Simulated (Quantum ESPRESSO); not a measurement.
# ZnAu (Pm-3m) in Quantum ESPRESSO: notebook, part 2 of 5

Quantum ESPRESSO 7.5. Earlier steps stand in the parts before.

## Step 3: Phonons, PBE

File pw.in:

```
&CONTROL
  calculation = 'scf'
  prefix = 'pwscf'
  outdir = './tmp'
  pseudo_dir = './pseudo'
  tprnfor = .true.
  tstress = .true.
  disk_io = 'low'
/
&SYSTEM
  ibrav = 0
  nat = 2
  ntyp = 2
  ecutwfc = 56
  ecutrho = 448
  nbnd = 23
  occupations = 'smearing'
  smearing = 'mv'
  degauss = 0.01469973
/
&ELECTRONS
  conv_thr = 4d-10
  electron_maxstep = 120
  mixing_beta = 0.5
/
ATOMIC_SPECIES
Au   196.9666 au_pbe_v1.uspp.F.UPF
Zn    65.3800 zn_pbe_v1.uspp.F.UPF
CELL_PARAMETERS bohr
   5.9469681142    0.0000000000    0.0000000000
   0.0000000000    5.9469681142    0.0000000000
   0.0000000000    0.0000000000    5.9469681142
ATOMIC_POSITIONS bohr
Au     0.0000000000    0.0000000000    0.0000000000
Zn     2.9734840571    2.9734840571    2.9734840571
K_POINTS automatic
7 7 7 0 0 0
```

File relax.in:

```
&CONTROL
  calculation = 'vc-relax'
  prefix = 'pwscf'
  outdir = './tmp'
  pseudo_dir = './pseudo'
  tprnfor = .true.
  tstress = .true.
  disk_io = 'low'
  nstep = 40
  forc_conv_thr = 0.0001
  etot_conv_thr = 1d-06
/
&SYSTEM
  ibrav = 0
  nat = 2
  ntyp = 2
  ecutwfc = 56
  ecutrho = 448
  nbnd = 23
  occupations = 'smearing'
  smearing = 'mv'
  degauss = 0.01469973
/
&ELECTRONS
  conv_thr = 4d-10
  electron_maxstep = 120
  mixing_beta = 0.5
/
&IONS
  ion_dynamics = 'bfgs'
/
&CELL
  cell_dynamics = 'bfgs'
  press = 0
  press_conv_thr = 0.2
/
ATOMIC_SPECIES
Au   196.9666 au_pbe_v1.uspp.F.UPF
Zn    65.3800 zn_pbe_v1.uspp.F.UPF
CELL_PARAMETERS bohr
   5.9469681142    0.0000000000    0.0000000000
   0.0000000000    5.9469681142    0.0000000000
   0.0000000000    0.0000000000    5.9469681142
ATOMIC_POSITIONS bohr
Au     0.0000000000    0.0000000000    0.0000000000
Zn     2.9734840571    2.9734840571    2.9734840571
K_POINTS automatic
7 7 7 0 0 0
```

File scf2.in:

```
&CONTROL
  calculation = 'scf'
  prefix = 'pwscf'
  outdir = './tmp'
  pseudo_dir = './pseudo'
  tprnfor = .true.
  tstress = .true.
  disk_io = 'low'
/
&SYSTEM
  ibrav = 0
  nat = 2
  ntyp = 2
  ecutwfc = 56
  ecutrho = 448
  nbnd = 23
  occupations = 'smearing'
  smearing = 'mv'
  degauss = 0.01469973
/
&ELECTRONS
  conv_thr = 1d-13
  electron_maxstep = 120
  mixing_beta = 0.5
  startingpot = 'file'
  startingwfc = 'file'
/
ATOMIC_SPECIES
Au   196.9666 au_pbe_v1.uspp.F.UPF
Zn    65.3800 zn_pbe_v1.uspp.F.UPF
CELL_PARAMETERS bohr
   6.0107432763    0.0000000000    0.0000000000
   0.0000000000    6.0107432763    0.0000000000
   0.0000000000    0.0000000000    6.0107432763
ATOMIC_POSITIONS bohr
Au     0.0000000000    0.0000000000    0.0000000000
Zn     3.0053716381    3.0053716381    3.0053716381
K_POINTS automatic
7 7 7 0 0 0
```

File ph.in:

```
phonons of ZnAu
&INPUTPH
  prefix = 'pwscf'
  outdir = './tmp'
  tr2_ph = 1d-18
  fildyn = 'dyn'
  niter_ph = 90
  alpha_mix(1) = 0.4
/
0.0000000000 0.0000000000 0.0000000000
```

File dynmat.in:

```
&INPUT
  fildyn = 'dyn'
  asr = 'crystal'
  filout = 'dynmat.disp'
  fileig = 'dynmat.eig'
/
```

Potentials or basis: GBRV 1.5 PBE.

Started as:

```console
> OMP_NUM_THREADS=1 pw.x -in pw.in > pw.out
> OMP_NUM_THREADS=1 pw.x -in relax.in > relax.out
> OMP_NUM_THREADS=1 pw.x -in scf2.in > scf2.out
> OMP_NUM_THREADS=1 ph.x -in ph.in > ph.out
> OMP_NUM_THREADS=1 dynmat.x -in dynmat.in > dynmat.out
```

pw.out:

```text
This program is part of the open-source Quantum ESPRESSO suite
     for quantum simulation of materials; please cite
[... 9 lines left out ...]
     --------------------
     sticks:   dense  smooth     PW     G-vecs:    dense   smooth      PW
     Sum        1265     633    193                33641    11837    2007

     Using Slab Decomposition

     bravais-lattice index     =            0
     lattice parameter (alat)  =       5.9470  a.u.
     unit-cell volume          =     210.3230 (a.u.)^3
     number of atoms/cell      =            2
     number of atomic types    =            2
     number of electrons       =        31.00
     number of Kohn-Sham states=           23
     kinetic-energy cutoff     =      56.0000  Ry
     charge density cutoff     =     448.0000  Ry
     scf convergence threshold =      4.0E-10
     mixing beta               =       0.5000
     number of iterations used =            8  plain     mixing
     Exchange-correlation= SLA  PW   PBE  PBE
                           (   1   4   3   4   0   0   0)

     celldm(1)=   5.946968  celldm(2)=   0.000000  celldm(3)=   0.000000
     celldm(4)=   0.000000  celldm(5)=   0.000000  celldm(6)=   0.000000

     crystal axes: (cart. coord. in units of alat)
               a(1) = (   1.000000   0.000000   0.000000 )
               a(2) = (   0.000000   1.000000   0.000000 )
               a(3) = (   0.000000   0.000000   1.000000 )

     reciprocal axes: (cart. coord. in units 2 pi/alat)
               b(1) = (  1.000000  0.000000  0.000000 )
               b(2) = (  0.000000  1.000000  0.000000 )
               b(3) = (  0.000000  0.000000  1.000000 )

     PseudoPot. # 1 for Au read from file:
     au_pbe_v1.uspp.F.UPF
     Pseudo is Ultrasoft + core correction, Zval = 11.0
     Generated by new atomic code, or converted to UPF format
     Using radial grid of  985 points,  7 beta functions with:
                l(1) =   0
                l(2) =   0
                l(3) =   1
                l(4) =   1
                l(5) =   2
                l(6) =   2
                l(7) =   3
     Q(r) pseudized with  6 coefficients,  rinner =    1.900   1.900   1.900
                                                       1.900   1.900   1.900
                                                       1.900

     PseudoPot. # 2 for Zn read from file:
     zn_pbe_v1.uspp.F.UPF
     Pseudo is Ultrasoft, Zval = 20.0
     Generated by new atomic code, or converted to UPF format
     Using radial grid of  943 points,  6 beta functions with:
                l(1) =   0
                l(2) =   0
                l(3) =   1
                l(4) =   1
                l(5) =   2
                l(6) =   2
     Q(r) pseudized with  8 coefficients,  rinner =    1.100   1.100   1.100
                                                       1.100   1.100

     atomic species   valence    mass     pseudopotential
     Au               11.00   196.96660     Au( 1.00)
     Zn               20.00    65.38000     Zn( 1.00)

     48 Sym. Ops., with inversion, found

   Cartesian axes

     site n.     atom                  positions (alat units)
         1        Au     tau(   1) = (   0.0000000   0.0000000   0.0000000  )
         2        Zn     tau(   2) = (   0.5000000   0.5000000   0.5000000  )

     number of k points=    20  Marzari-Vanderbilt smearing, width (Ry)=  0.0147
                       cart. coord. in units 2pi/alat
        k(    1) = (   0.0000000   0.0000000   0.0000000), wk =   0.0058309
        k(    2) = (   0.0000000   0.0000000   0.1428571), wk =   0.0349854
        k(    3) = (   0.0000000   0.0000000   0.2857143), wk =   0.0349854
        k(    4) = (   0.0000000   0.0000000   0.4285714), wk =   0.0349854
        k(    5) = (   0.0000000   0.1428571   0.1428571), wk =   0.0699708
        k(    6) = (   0.0000000   0.1428571   0.2857143), wk =   0.1399417
[... 12 lines left out ...]
        k(   19) = (   0.2857143   0.4285714   0.4285714), wk =   0.1399417
        k(   20) = (   0.4285714   0.4285714   0.4285714), wk =   0.0466472

     Dense  grid:    33641 G-vectors     FFT dimensions: (  45,  45,  45)

     Smooth grid:    11837 G-vectors     FFT dimensions: (  30,  30,  30)

     Check: negative core charge=   -0.000002

     Initial potential from superposition of free atoms

     starting charge      30.9997, renormalised to      31.0000
     Starting wfcs are   22 randomized atomic wfcs +    1 random wfcs

     Self-consistent Calculation

     iteration #  1     ecut=    56.00 Ry     beta= 0.50
     Davidson diagonalization with overlap
     ethr =  1.00E-02,  avg # of iterations =  3.4

     Threshold (ethr) on eigenvalues was too large:
     Diagonalizing with lowered threshold

     Davidson diagonalization with overlap
     ethr =  3.91E-04,  avg # of iterations =  1.6

     total energy              =    -576.53823763 Ry
     estimated scf accuracy    <       0.11990920 Ry

     iteration #  2     ecut=    56.00 Ry     beta= 0.50
     Davidson diagonalization with overlap
     ethr =  3.87E-04,  avg # of iterations =  2.0

     total energy              =    -576.57008002 Ry
     estimated scf accuracy    <       0.02474878 Ry

     iteration #  3     ecut=    56.00 Ry     beta= 0.50
     Davidson diagonalization with overlap
     ethr =  7.98E-05,  avg # of iterations =  2.8

     total energy              =    -576.57439665 Ry
     estimated scf accuracy    <       0.00138928 Ry

     iteration #  4     ecut=    56.00 Ry     beta= 0.50
     Davidson diagonalization with overlap
     ethr =  4.48E-06,  avg # of iterations =  3.9

     total energy              =    -576.57445468 Ry
     estimated scf accuracy    <       0.00039391 Ry

     iteration #  5     ecut=    56.00 Ry     beta= 0.50
     Davidson diagonalization with overlap
     ethr =  1.27E-06,  avg # of iterations =  2.1
[... 15 lines left out ...]
     total energy              =    -576.57452682 Ry
     estimated scf accuracy    <       0.00000035 Ry

     iteration #  8     ecut=    56.00 Ry     beta= 0.50
     Davidson diagonalization with overlap
     ethr =  1.12E-09,  avg # of iterations =  2.1

     total energy              =    -576.57452690 Ry
     estimated scf accuracy    <          2.0E-09 Ry

     iteration #  9     ecut=    56.00 Ry     beta= 0.50
     Davidson diagonalization with overlap
     ethr =  6.55E-12,  avg # of iterations =  4.2

     total energy              =    -576.57452690 Ry
     estimated scf accuracy    <          1.1E-09 Ry

     iteration # 10     ecut=    56.00 Ry     beta= 0.50
     Davidson diagonalization with overlap
     ethr =  3.49E-12,  avg # of iterations =  2.0

     End of self-consistent calculation

          k = 0.0000 0.0000 0.0000 (  1503 PWs)   bands (ev):

  -110.9230 -65.0850 -65.0850 -65.0850   4.9112   7.4066   7.4066   8.1045
     8.1045   8.1045  10.0837  10.0837  11.7659  11.7659  11.7659  20.5157
    20.5157  20.5157  24.4041  27.6175  27.6175  33.8349  35.2077

          k = 0.0000 0.0000 0.1429 (  1470 PWs)   bands (ev):

  -110.9230 -65.0853 -65.0849 -65.0849   5.2703   7.4842   7.5095   8.1008
     8.1008   8.1337  10.0254  10.1782  11.5109  11.5109  11.7364  18.3258
    21.1802  21.1802  25.4470  27.2721  29.3476  33.5777  33.5778

          k = 0.0000 0.0000 0.2857 (  1478 PWs)   bands (ev):

  -110.9229 -65.0862 -65.0849 -65.0849   6.2755   7.6767   7.7354   8.0969
     8.0969   8.2011   9.8762  10.3602  11.0018  11.0018  11.6681  15.3384
    22.9169  22.9169  25.9979  26.5500  31.1049  31.1877  31.1877

          k = 0.0000 0.0000 0.4286 (  1474 PWs)   bands (ev):

  -110.9229 -65.0869 -65.0849 -65.0849   7.5449   7.8565   7.9312   8.0995
     8.0995   8.2574   9.7311  10.2137  10.6377  10.6377  11.6110  13.3863
    25.3248  25.3248  26.0216  26.6415  28.1529  28.1529  28.4706

          k = 0.0000 0.1429 0.1429 (  1462 PWs)   bands (ev):

  -110.9229 -65.0853 -65.0853 -65.0849   5.6143   7.5540   7.6022   8.0466
     8.0987   8.1837  10.0682  10.2156  11.2409  11.3586  11.6873  18.7424
    19.0797  21.7784  26.3321  28.8348  29.4448  31.2219  33.2094
[... 69 lines left out ...]
  -110.9228 -65.0860 -65.0860 -65.0860   7.6827   7.8731   7.8731   8.0508
     8.0508   8.3164  10.2519  10.2519  11.1730  11.1730  11.8936  18.1497
    18.7904  18.7904  23.7639  25.8794  25.8794  31.3232  34.3510

          k = 0.2857 0.2857 0.4286 (  1488 PWs)   bands (ev):

  -110.9228 -65.0867 -65.0860 -65.0859   7.6101   7.7731   7.8662   8.0404
     8.1676   9.0098   9.9174   9.9401  11.1648  11.6326  13.3580  15.7499
    19.2891  20.8670  21.5649  23.2543  26.5119  29.1424  35.3679

          k = 0.2857 0.4286 0.4286 (  1491 PWs)   bands (ev):

  -110.9228 -65.0866 -65.0866 -65.0859   7.6209   7.7871   7.7943   7.9718
     8.3727   9.1075   9.6978   9.8124  11.4334  12.1554  14.7762  16.9119
    17.4080  19.0640  21.9057  23.5718  24.6524  26.4634  35.2590

          k = 0.4286 0.4286 0.4286 (  1496 PWs)   bands (ev):

  -110.9228 -65.0866 -65.0866 -65.0866   7.7445   7.8271   7.8271   8.3463
     8.3463   9.0692   9.3000   9.3000  12.1925  12.1925  16.3513  17.3343
    19.0236  19.0236  20.2612  22.1537  22.1537  23.7654  35.2584

     the Fermi energy is    15.7274 ev

!    total energy              =    -576.57452690 Ry
     estimated scf accuracy    <          3.0E-10 Ry
     smearing contrib. (-TS)   =      -0.00052055 Ry
     internal energy E=F+TS    =    -576.57400635 Ry

     The total energy is F=E-TS. E is the sum of the following terms:
     one-electron contribution =    -373.10696441 Ry
     hartree contribution      =     208.92349352 Ry
     xc contribution           =    -104.48846192 Ry
     ewald contribution        =    -307.90207354 Ry

     convergence has been achieved in  10 iterations

     Forces acting on atoms (cartesian axes, Ry/au):

     atom    1 type  1   force =     0.00000000    0.00000000    0.00000000
     atom    2 type  2   force =     0.00000000    0.00000000    0.00000000

     Total force =     0.000000     Total SCF correction =     0.000000

     Computing stress (Cartesian axis) and pressure

          total   stress  (Ry/bohr**3)                   (kbar)     P=       42.42
   0.00028833   0.00000000   0.00000000           42.42        0.00        0.00
   0.00000000   0.00028833   0.00000000            0.00       42.42        0.00
   0.00000000   0.00000000   0.00028833            0.00        0.00       42.42

=------------------------------------------------------------------------------=
   JOB DONE.
=------------------------------------------------------------------------------=
```

It took 6.3 min on 1 thread of Arm Neoverse V1, shared host; peak memory 0.27 GiB.

What came out:

| Item | Value |
| --- | --- |
| Free energy | -7844.7097 eV |
| Relaxed volume | 16.09 Å³/atom |
| Relaxed cell | a = 3.181 Å, b = 3.181 Å, c = 3.181 Å, α = 90.00°, β = 90.00°, γ = 90.00° |
| Space group after relaxing (to 0.05 Å) | Pm-3m (No. 221) |
| Pressure after relaxing | 0.0 GPa |
| Band gap on the k mesh | none (metal or under the smearing width) |
| Highest phonon frequency at Γ | 130 cm⁻¹ |

Step by step:
| step | energy change (eV) | largest force (eV/Å) | pressure (GPa) | volume (Å³) |
| --- | --- | --- | --- | --- |
| 1 | 0.0000 | 0.0000 | 4.24 | 31.17 |
| 2 | -0.0117 | 0.0000 | 1.32 | 31.85 |
| 3 | -0.0131 | 0.0000 | 0.07 | 32.16 |
| 4 | -0.0131 | 0.0000 | 0.00 | 32.18 |

Final structure:
```
Au Zn
1.0
     3.18075    0.00000    0.00000
     0.00000    3.18075    0.00000
     0.00000    0.00000    3.18075
Au Zn
1 1
Cartesian
  0.0000 0.0000 0.0000
  1.5904 1.5904 1.5904
```

Phonon frequencies in cm⁻¹ (negative: imaginary):
| q point | frequencies |
| --- | --- |
| (0.000, 0.000, 0.000) | -4 -4 -4 130 130 130 |

Optical modes at Γ, degenerate ones joined:
```tsv
cm⁻¹	components	symmetry	active in
130	3	T1u	IR
```

Caveat: the mesh is thin for the phonons of a metal.

[end of part 2 of 5]
